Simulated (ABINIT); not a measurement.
Crystal: Te.

```
Te
1.0
     4.45400    0.00000    0.00000
    -2.22700    3.85728    0.00000
     0.00000    0.00000    5.92400
Te
3
Direct
  0.73100 0.73100 0.00000
  0.00000 0.26900 0.66667
  0.26900 0.00000 0.33333
```

Base run:

```yaml
Program: ABINIT 10.8.3 (patched build)
Functional: SOGGA
Potentials_or_basis: JTH PAW PBE v2.0
Cutoff: 408 eV
k_mesh: 7 × 7 × 5
Occupations: fermi-dirac, width 0.05 eV
Spin: no spin polarisation
```

Its results: pressure -1.8 GPa; largest force 0.174 eV/Å.

Q: After a change of settings the same cell gave: pressure -0.9 GPa; largest force 0.189 eV/Å. Which change was it?
A. functional from SOGGA to PBE; k mesh from 7 × 7 × 5 to 3 × 3 × 2
B. functional from SOGGA to PBEsol
C. functional from SOGGA to rPW86PBE
D. functional from SOGGA to PBE; k mesh from 7 × 7 × 5 to 9 × 9 × 6

A: B.

Caveats: the PAW data sets were made with another functional, which shifts forces and pressure a little.
